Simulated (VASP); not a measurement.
# 2H-WSe2 monolayer under biaxial strain, part 7 of 7

How do the gap and the band positions of 2H-WSe2 monolayer follow biaxial strain?

VASP 6.6.1, plane waves and PAW; the level of theory is named at each step.

So far. Step 17 (Strained, atoms relaxed, biaxial strain 0.02): The run ended after 3 ionic steps, 0.011 eV below its first step, once the forces on the free atoms met EDIFFG = -0.015.

### 19. Strained, atoms relaxed, biaxial strain 0.03

This step: PBE with D3(BJ), no spin polarisation; plane waves and PAW (W, Se) (VASP 6.6.1).

Input file INCAR:

```
SYSTEM = WSe2
PREC = Normal
ENCUT = 350
EDIFF = 1E-06
NELM = 120
ISMEAR = 0
SIGMA = 0.03
LREAL = .FALSE.
ALGO = Fast
GGA = PE
IVDW = 12
NBANDS = 15
LASPH = .TRUE.
LORBIT = 11
LWAVE = .FALSE.
LCHARG = .FALSE.
KPAR = 4
IBRION = 2
NSW = 30
ISIF = 2
EDIFFG = -0.015
POTIM = 0.4
MAXMIX = 40
IDIPOL = 3
LDIPOL = .TRUE.
DIPOL = 0.5 0.5 0.5
```

Input file POSCAR:

```
WSe2
1.0
    3.3770356790      0.0000000000      0.0000000000
   -1.6885178395      2.9245986875      0.0000000000
    0.0000000000      0.0000000000     22.0000000000
W Se
1 2
Direct
    0.3333333333      0.6666666667      0.5000000000
    0.6666666667      0.3333333333      0.4233974758
    0.6666666667      0.3333333333      0.5766025242
```

Input file KPOINTS:

```
Automatic mesh
0
Gamma
12 12 1
0 0 0
```

Potentials, in the order of the species: W and Se (PBE family, release 64).

Launch:

```sh
$ mpirun -np 4 vasp_std
```

Output:

```text
[... set-up lines as in an earlier step ...]
 entering main loop
       N       E                     dE             d eps       ncg     rms          rms(c)
DAV:   1     0.105394817715E+03    0.10539E+03   -0.48561E+03   570   0.637E+02
DAV:   2    -0.107833982899E+02   -0.11618E+03   -0.10840E+03   949   0.147E+02
DAV:   3    -0.225986352427E+02   -0.11815E+02   -0.11717E+02   815   0.569E+01
DAV:   4    -0.228000532799E+02   -0.20142E+00   -0.20057E+00   703   0.925E+00
[...]
RMM:  18    -0.216292412288E+02   -0.25479E-04   -0.23670E-06   430   0.618E-03    0.495E-03
RMM:  19    -0.216292452353E+02   -0.40066E-05   -0.66112E-07   382   0.301E-03    0.723E-04
RMM:  20    -0.216292462292E+02   -0.99388E-06   -0.11682E-07   265   0.151E-03
   1 F= -.22585582E+02 E0= -.22585582E+02  d E =-.225856E+02
[...]
N       E                     dE             d eps       ncg     rms          rms(c)
DAV:   1    -0.216409048237E+02   -0.11660E-01   -0.89611E-01   689   0.518E+00    0.528E-01
[...]
RMM:  11    -0.216439767720E+02   -0.10012E-05   -0.15010E-07   365   0.258E-03    0.985E-04
RMM:  12    -0.216439774077E+02   -0.63570E-06   -0.30201E-08   258   0.140E-03
   2 F= -.22605243E+02 E0= -.22605243E+02  d E =-.196610E-01
 trial-energy change:   -0.019661  1 .order   -0.019508   -0.028434   -0.010582
 step:   1.5490(harm=  1.5927)  dis= 0.03628  next Energy=   -22.608172 (dE=-0.226E-01)
[...]
N       E                     dE             d eps       ncg     rms          rms(c)
DAV:   1    -0.216433540125E+02    0.62276E-03   -0.27016E-01   584   0.285E+00    0.287E-01
RMM:   2    -0.216441135207E+02   -0.75951E-03   -0.11180E-02   570   0.725E-01    0.591E-02
RMM:   3    -0.216442702405E+02   -0.15672E-03   -0.14342E-03   575   0.250E-01    0.932E-03
RMM:   4    -0.216443016821E+02   -0.31442E-04   -0.26419E-04   582   0.106E-01    0.317E-02
RMM:   5    -0.216443063525E+02   -0.46704E-05   -0.61814E-05   576   0.481E-02    0.107E-02
RMM:   6    -0.216443071500E+02   -0.79749E-06   -0.11180E-05   522   0.211E-02    0.887E-03
RMM:   7    -0.216443070439E+02    0.10607E-06   -0.40794E-06   511   0.123E-02
   3 F= -.22608278E+02 E0= -.22608278E+02  d E =-.226967E-01
[...]
reached required accuracy - stopping structural energy minimisation
```

The job ended after 18 s (4 MPI ranks of AMD EPYC 7R43, shared host; peak memory 0.74 GiB).

From OUTCAR (step 19):

```text
 Edisp (eV)   -0.96127

 Edisp (eV)   -0.96397

  Total      -2.45457    -2.45457    -0.08687     0.00000    -0.00000     0.00000
  in kB     -18.09928   -18.09928    -0.64059     0.00000    -0.00000     0.00000
  external pressure =      -12.28 kB  Pullay stress =        0.00 kB

 POSITION                                       TOTAL-FORCE (eV/Angst)
 -----------------------------------------------------------------------------------
     -0.00000      1.94973     11.00000         0.000000      0.000000     -0.000000
      1.68852      0.97487      9.35103        -0.000000      0.000000      0.007691
      1.68852      0.97487     12.64897        -0.000000     -0.000000     -0.007691
 -----------------------------------------------------------------------------------
    total drift:                                0.000004     -0.000002      0.000000

  FREE ENERGIE OF THE ION-ELECTRON SYSTEM (eV)
  ---------------------------------------------------
  free  energy   TOTEN  =       -22.6082782387 eV

  energy  without entropy=      -22.6082782387  energy(sigma->0) =      -22.60827824

[... 2 parts as in an earlier step ...]

[... 2 further parts left out ...]
[key lines of the parts left out:]
E-fermi :  -2.2121
```

The run ended after 3 ionic steps, 0.023 eV below its first step, once the forces on the free atoms met EDIFFG = -0.015.

### 20. Strained, levels with spin-orbit coupling, biaxial strain 0.03

This step: PBE with D3(BJ), spin-orbit coupling, no spin polarisation; plane waves and PAW (W, Se) (VASP 6.6.1).

Input file INCAR:

```
SYSTEM = WSe2
PREC = Normal
ENCUT = 350
EDIFF = 1E-06
NELM = 120
ISMEAR = 0
SIGMA = 0.03
LREAL = .FALSE.
ALGO = Fast
GGA = PE
IVDW = 12
LNONCOLLINEAR = .TRUE.
MAGMOM = 0 0 0 0 0 0 0 0 0
NBANDS = 30
GGA_COMPAT = .FALSE.
LASPH = .TRUE.
LSORBIT = .TRUE.
LMAXMIX = 4
LWAVE = .FALSE.
LCHARG = .FALSE.
KPAR = 4
IDIPOL = 3
LDIPOL = .TRUE.
DIPOL = 0.5 0.5 0.5
LVHAR = .TRUE.
LVACPOTAV = .TRUE.
```

Input file POSCAR:

```
WSe2
1.0
    3.3770356790      0.0000000000      0.0000000000
   -1.6885178395      2.9245986875      0.0000000000
    0.0000000000      0.0000000000     22.0000000000
W Se
1 2
Direct
    0.3333333333      0.6666666667      0.5000000000
    0.6666666667      0.3333333333      0.4250467064
    0.6666666667      0.3333333333      0.5749532936
```

KPOINTS is that of step 19.

Input file KPOINTS_OPT:

```
Line mode
14
Line-mode
Reciprocal
  0.00000000   0.00000000   0.00000000 GAMMA
  0.50000000   0.00000000   0.00000000 M

  0.50000000   0.00000000   0.00000000 M
  0.33333333   0.33333333   0.00000000 K

  0.33333333   0.33333333   0.00000000 K
  0.00000000   0.00000000   0.00000000 GAMMA
```

Launch:

```sh
$ mpirun -np 4 vasp_ncl
```

Output:

```text
[... set-up lines as in an earlier step ...]
 entering main loop
       N       E                     dE             d eps       ncg     rms          rms(c)
DAV:   1     0.110479374658E+03    0.11048E+03   -0.48053E+03  1876   0.644E+02
DAV:   2    -0.763747107464E+01   -0.11812E+03   -0.11117E+03  2820   0.155E+02
DAV:   3    -0.226032030536E+02   -0.14966E+02   -0.14829E+02  2536   0.625E+01
DAV:   4    -0.229422725918E+02   -0.33907E+00   -0.33714E+00  2466   0.114E+01
[...]
RMM:  22    -0.218491214672E+02   -0.99564E-05   -0.74956E-07  1852   0.423E-03    0.493E-03
RMM:  23    -0.218491243450E+02   -0.28778E-05   -0.52093E-07  1728   0.451E-03    0.637E-04
RMM:  24    -0.218491252265E+02   -0.88155E-06   -0.11695E-07  1233   0.191E-03
 [... a notice as in an earlier step ...]

   1 F= -.22813096E+02 E0= -.22813096E+02  d E =-.765314E-16  mag=     0.0000    -0.0000    -0.0000
 Start KPOINTS_OPT (optional k-point list driver)
k-point batch [1-31\42]
       N       E                     dE             ncg
DAV:   1    -0.894173230823E+02   -0.12560E+05     1860
DAV:   2    -0.374842913256E+04   -0.36590E+04     2892
DAV:   3    -0.420115552702E+04   -0.45273E+03     2468
DAV:   4    -0.421194486607E+04   -0.10789E+02     2456
DAV:   5    -0.421216806082E+04   -0.22319E+00     2380
DAV:   6    -0.421217385326E+04   -0.57924E-02     2458
DAV:   7    -0.421217402169E+04   -0.16843E-03     2412
DAV:   8    -0.421217402890E+04   -0.72127E-05     2254
DAV:   9    -0.421217402921E+04   -0.31125E-06     1668
k-point batch [32-42\42]
       N       E                     dE             ncg
DAV:   1     0.106418734646E+05   -0.22431E+04      668
DAV:   2     0.948210848331E+04   -0.11598E+04     1018
DAV:   3     0.931331847035E+04   -0.16879E+03      896
DAV:   4     0.930886377657E+04   -0.44547E+01      872
DAV:   5     0.930876160855E+04   -0.10217E+00      792
DAV:   6     0.930875820533E+04   -0.34032E-02      918
DAV:   7     0.930875807221E+04   -0.13312E-03      862
DAV:   8     0.930875806731E+04   -0.48989E-05      860
DAV:   9     0.930875806713E+04   -0.18330E-06      612
```

Elapsed: 86 s, on 4 MPI ranks; peak memory 1.9 GiB; 4.6 min of CPU time.

From OUTCAR (step 20):

```text
 Edisp (eV)   -0.96397

  Total      -2.43308    -2.43308    -0.07262     0.00000    -0.00000    -0.00000
  in kB     -17.94080   -17.94080    -0.53552     0.00000    -0.00000    -0.00000
  external pressure =      -12.14 kB  Pullay stress =        0.00 kB

 POSITION                                       TOTAL-FORCE (eV/Angst)
 -----------------------------------------------------------------------------------
     -0.00000      1.94973     11.00000        -0.000000     -0.000000      0.000000
      1.68852      0.97487      9.35103         0.000000      0.000000     -0.000234
      1.68852      0.97487     12.64897         0.000000     -0.000000      0.000234
 -----------------------------------------------------------------------------------
    total drift:                                0.000004     -0.000002      0.000000

  FREE ENERGIE OF THE ION-ELECTRON SYSTEM (eV)
  ---------------------------------------------------
  free  energy   TOTEN  =       -22.8130964211 eV

  energy  without entropy=      -22.8130964211  energy(sigma->0) =      -22.81309642

[... 2 parts as in an earlier step ...]

[... 1 further part left out ...]
[key lines of the parts left out:]
E-fermi :  -1.9350
```

### 21. Strained, atoms relaxed, biaxial strain 0.04

This step: PBE with D3(BJ), no spin polarisation; plane waves and PAW (W, Se) (VASP 6.6.1).

Input file INCAR:

```
SYSTEM = WSe2
PREC = Normal
ENCUT = 350
EDIFF = 1E-06
NELM = 120
ISMEAR = 0
SIGMA = 0.03
LREAL = .FALSE.
ALGO = Fast
GGA = PE
IVDW = 12
NBANDS = 15
LASPH = .TRUE.
LORBIT = 11
LWAVE = .FALSE.
LCHARG = .FALSE.
KPAR = 4
IBRION = 2
NSW = 30
ISIF = 2
EDIFFG = -0.015
POTIM = 0.4
MAXMIX = 40
IDIPOL = 3
LDIPOL = .TRUE.
DIPOL = 0.5 0.5 0.5
```

Input file POSCAR:

```
WSe2
1.0
    3.4098224332      0.0000000000      0.0000000000
   -1.7049112166      2.9529928496      0.0000000000
    0.0000000000      0.0000000000     22.0000000000
W Se
1 2
Direct
    0.3333333333      0.6666666667      0.5000000000
    0.6666666667      0.3333333333      0.4233974758
    0.6666666667      0.3333333333      0.5766025242
```

KPOINTS is that of step 20.

Launch:

```sh
$ mpirun -np 4 vasp_std
```

Output:

```text
[... set-up lines as in an earlier step ...]
 entering main loop
       N       E                     dE             d eps       ncg     rms          rms(c)
DAV:   1     0.107033210128E+03    0.10703E+03   -0.48828E+03   578   0.640E+02
DAV:   2    -0.105132202781E+02   -0.11755E+03   -0.11124E+03   944   0.147E+02
DAV:   3    -0.225985510726E+02   -0.12085E+02   -0.11980E+02   815   0.569E+01
DAV:   4    -0.228000114743E+02   -0.20146E+00   -0.20097E+00   697   0.920E+00
[...]
RMM:  18    -0.215793766946E+02   -0.23010E-04   -0.24306E-06   430   0.639E-03    0.687E-03
RMM:  19    -0.215793816136E+02   -0.49191E-05   -0.69038E-07   384   0.331E-03    0.647E-04
RMM:  20    -0.215793824307E+02   -0.81705E-06   -0.12227E-07   267   0.155E-03
   1 F= -.22516677E+02 E0= -.22516677E+02  d E =-.225167E+02
[...]
N       E                     dE             d eps       ncg     rms          rms(c)
DAV:   1    -0.216007200357E+02   -0.21338E-01   -0.14719E+00   654   0.662E+00    0.666E-01
[...]
RMM:  12    -0.216059445921E+02   -0.11857E-05   -0.40701E-08   281   0.154E-03    0.205E-03
RMM:  13    -0.216059455680E+02   -0.97592E-06   -0.61299E-09   217   0.119E-03
   2 F= -.22549413E+02 E0= -.22549413E+02  d E =-.327358E-01
 trial-energy change:   -0.032736  1 .order   -0.032466   -0.046719   -0.018212
 step:   1.5860(harm=  1.6389)  dis= 0.04762  next Energy=   -22.554804 (dE=-0.381E-01)
[...]
N       E                     dE             d eps       ncg     rms          rms(c)
DAV:   1    -0.216060801966E+02   -0.13560E-03   -0.50648E-01   584   0.389E+00    0.389E-01
RMM:   2    -0.216074940724E+02   -0.14139E-02   -0.20991E-02   570   0.987E-01    0.975E-02
RMM:   3    -0.216077914666E+02   -0.29739E-03   -0.26747E-03   580   0.340E-01    0.464E-02
RMM:   4    -0.216078504188E+02   -0.58952E-04   -0.46367E-04   577   0.144E-01    0.410E-02
RMM:   5    -0.216078604427E+02   -0.10024E-04   -0.11509E-04   584   0.660E-02    0.115E-02
RMM:   6    -0.216078623901E+02   -0.19474E-05   -0.21855E-05   542   0.298E-02    0.878E-03
RMM:   7    -0.216078629620E+02   -0.57189E-06   -0.69123E-06   559   0.166E-02
   3 F= -.22554947E+02 E0= -.22554947E+02  d E =-.382695E-01
[...]
reached required accuracy - stopping structural energy minimisation
```

Wall time 19 s (4 MPI ranks); peak memory 0.7 GiB; 59 s of CPU time.

Parts of OUTCAR (step 21):

```text
 Edisp (eV)   -0.94347

 Edisp (eV)   -0.94708

  Total      -3.21154    -3.21154    -0.08994    -0.00000     0.00000     0.00000
  in kB     -23.22772   -23.22772    -0.65050    -0.00000     0.00000     0.00000
  external pressure =      -15.70 kB  Pullay stress =        0.00 kB

 POSITION                                       TOTAL-FORCE (eV/Angst)
 -----------------------------------------------------------------------------------
     -0.00000      1.96866     11.00000        -0.000000      0.000000      0.000000
      1.70491      0.98433      9.36237         0.000000     -0.000000      0.007836
      1.70491      0.98433     12.63763         0.000000     -0.000000     -0.007836
 -----------------------------------------------------------------------------------
    total drift:                                0.000003     -0.000002      0.000000

  FREE ENERGIE OF THE ION-ELECTRON SYSTEM (eV)
  ---------------------------------------------------
  free  energy   TOTEN  =       -22.5549470106 eV

  energy  without entropy=      -22.5549470106  energy(sigma->0) =      -22.55494701

[... 2 parts as in an earlier step ...]

[... 2 further parts left out ...]
[key lines of the parts left out:]
E-fermi :  -2.2891
```

The run ended after 3 ionic steps, 0.038 eV below its first step, once the forces on the free atoms met EDIFFG = -0.015.

### 22. Strained, levels with spin-orbit coupling, biaxial strain 0.04

This step: PBE with D3(BJ), spin-orbit coupling, no spin polarisation; plane waves and PAW (W, Se) (VASP 6.6.1).

Input file INCAR:

```
SYSTEM = WSe2
PREC = Normal
ENCUT = 350
EDIFF = 1E-06
NELM = 120
ISMEAR = 0
SIGMA = 0.03
LREAL = .FALSE.
ALGO = Fast
GGA = PE
IVDW = 12
LNONCOLLINEAR = .TRUE.
MAGMOM = 0 0 0 0 0 0 0 0 0
NBANDS = 30
GGA_COMPAT = .FALSE.
LASPH = .TRUE.
LSORBIT = .TRUE.
LMAXMIX = 4
LWAVE = .FALSE.
LCHARG = .FALSE.
KPAR = 4
IDIPOL = 3
LDIPOL = .TRUE.
DIPOL = 0.5 0.5 0.5
LVHAR = .TRUE.
LVACPOTAV = .TRUE.
```

Input file POSCAR:

```
WSe2
1.0
    3.4098224332      0.0000000000      0.0000000000
   -1.7049112166      2.9529928496      0.0000000000
    0.0000000000      0.0000000000     22.0000000000
W Se
1 2
Direct
    0.3333333333      0.6666666667      0.5000000000
    0.6666666667      0.3333333333      0.4255620681
    0.6666666667      0.3333333333      0.5744379319
```

KPOINTS is that of step 21.

KPOINTS_OPT is that of step 20.

Launch:

```sh
$ mpirun -np 4 vasp_ncl
```

Output:

```text
[... set-up lines as in an earlier step ...]
 entering main loop
       N       E                     dE             d eps       ncg     rms          rms(c)
DAV:   1     0.109126564711E+03    0.10913E+03   -0.47790E+03  1892   0.641E+02
DAV:   2    -0.770893291542E+01   -0.11684E+03   -0.11037E+03  2802   0.154E+02
DAV:   3    -0.225928651951E+02   -0.14884E+02   -0.14754E+02  2560   0.622E+01
DAV:   4    -0.229365182137E+02   -0.34365E+00   -0.34133E+00  2420   0.115E+01
[...]
RMM:  23    -0.218131259123E+02   -0.25023E-05   -0.20482E-07  1575   0.224E-03    0.814E-04
RMM:  24    -0.218131269458E+02   -0.10334E-05   -0.10527E-07  1264   0.151E-03    0.214E-04
RMM:  25    -0.218131272700E+02   -0.32422E-06   -0.18761E-08   834   0.820E-04
 [... a notice as in an earlier step ...]

   1 F= -.22760211E+02 E0= -.22760211E+02  d E =-.447741E-19  mag=     0.0000     0.0000     0.0000
 Start KPOINTS_OPT (optional k-point list driver)
k-point batch [1-31\42]
       N       E                     dE             ncg
DAV:   1    -0.168155076337E+03   -0.12516E+05     1868
DAV:   2    -0.376850586635E+04   -0.36004E+04     2798
DAV:   3    -0.422736067062E+04   -0.45885E+03     2520
DAV:   4    -0.423841358529E+04   -0.11053E+02     2394
DAV:   5    -0.423863594392E+04   -0.22236E+00     2334
DAV:   6    -0.423864254668E+04   -0.66028E-02     2426
DAV:   7    -0.423864276274E+04   -0.21606E-03     2420
DAV:   8    -0.423864277168E+04   -0.89394E-05     2222
DAV:   9    -0.423864277205E+04   -0.36794E-06     1650
k-point batch [32-42\42]
       N       E                     dE             ncg
DAV:   1     0.105734898459E+05   -0.22909E+04      692
DAV:   2     0.942481936240E+04   -0.11487E+04     1012
DAV:   3     0.925600283585E+04   -0.16882E+03      904
DAV:   4     0.925162626894E+04   -0.43766E+01      862
DAV:   5     0.925152048680E+04   -0.10578E+00      794
DAV:   6     0.925151688418E+04   -0.36026E-02      892
DAV:   7     0.925151677144E+04   -0.11273E-03      872
DAV:   8     0.925151676596E+04   -0.54887E-05      866
DAV:   9     0.925151676576E+04   -0.19442E-06      618
```

The job ended after 89 s (4 MPI ranks; peak memory 2 GiB).

Parts of OUTCAR (step 22):

```text
 Edisp (eV)   -0.94708

  Total      -3.18173    -3.18173    -0.07456     0.00000     0.00000    -0.00000
  in kB     -23.01213   -23.01213    -0.53923     0.00000     0.00000    -0.00000
  external pressure =      -15.52 kB  Pullay stress =        0.00 kB

 POSITION                                       TOTAL-FORCE (eV/Angst)
 -----------------------------------------------------------------------------------
     -0.00000      1.96866     11.00000        -0.000000     -0.000000      0.000000
      1.70491      0.98433      9.36237        -0.000000      0.000000     -0.000188
      1.70491      0.98433     12.63763         0.000000      0.000000      0.000188
 -----------------------------------------------------------------------------------
    total drift:                                0.000003     -0.000001      0.000000

  FREE ENERGIE OF THE ION-ELECTRON SYSTEM (eV)
  ---------------------------------------------------
  free  energy   TOTEN  =       -22.7602113188 eV

  energy  without entropy=      -22.7602113188  energy(sigma->0) =      -22.76021132

[... 2 parts as in an earlier step ...]

[... 1 further part left out ...]
[key lines of the parts left out:]
E-fermi :  -2.0070
```

On-site spin-orbit energy by atom:

| atom | on-site spin-orbit energy (eV) |
| --- | --- |
| W1 | -0.330 |
| Se2 | -0.043 |
| Se3 | -0.043 |

### 23. All strains together

This step: monolayer under biaxial strain, PBE + D3(BJ); plane waves and PAW (VASP 6.6.1).

Derived from the runs above.

This step gave:

| Property | Result |
| --- | --- |
| lattice a | 3.279 Å |

Gaps on mesh and path; the strain energy is without spin-orbit coupling. Strain series, by row:

| biaxial strain (%) | strain energy (J/m²) | thickness (Å) | gap with spin-orbit coupling (eV) | least direct gap (eV) | highest filled level below the vacuum (eV) |
| --- | --- | --- | --- | --- | --- |
| -4 | 0.2732 | 3.474 | 1.111 | 1.795 | 4.715 |
| -3 | 0.1521 | 3.447 | 1.157 | 1.761 | 4.735 |
| -2 | 0.06771 | 3.421 | 1.202 | 1.645 | 4.758 |
| -1 | 0.01779 | 3.395 | 1.244 | 1.517 | 4.786 |
| 0 | -6.88e-8 | 3.371 | 1.283 | 1.388 | 4.819 |
| 1 | 0.01202 | 3.345 | 1.264 | 1.264 | 4.856 |
| 2 | 0.05243 | 3.321 | 1.148 | 1.148 | 4.897 |
| 3 | 0.1193 | 3.298 | 1.041 | 1.041 | 4.942 |
| 4 | 0.2111 | 3.275 | 0.9431 | 0.9431 | 4.99 |

### 24. Results

```
lattice a : 3.28 Å
```

**Reading.** The gap with spin-orbit coupling runs from 1.11 eV at -4 % to 0.94 eV at +4 %; the largest value among the strains run is 1.28 eV, at +0 %, and the band edges may change valleys between rows. Under tension its steps for each per cent are -19, -116, -107 and -97 meV. A cubic fit of the strain energy gives a curvature of 151 N/m in E = k ε², which is C11 + C12 for this hexagonal sheet. The sheet's thickness goes from 3.47 to 3.28 Å. Gaps are read on mesh and path and are too small at this level. The small cell can't ripple under compression.

[Lines on the potential files, build, host, timing and source positions are cut from VASP's logs without a mark.]

[Logs are printed without paths, hosts, clocks, repeated set-up lines and the standing remarks that a program may print on its own settings, such as how far it seeks lower states.]

[Hosts, paths, dates, database ids (printed as entryN), source tags and the programs' standing remarks are cut or masked in the printed files.]

[Runs that stopped without an error message from VASP are left out.]
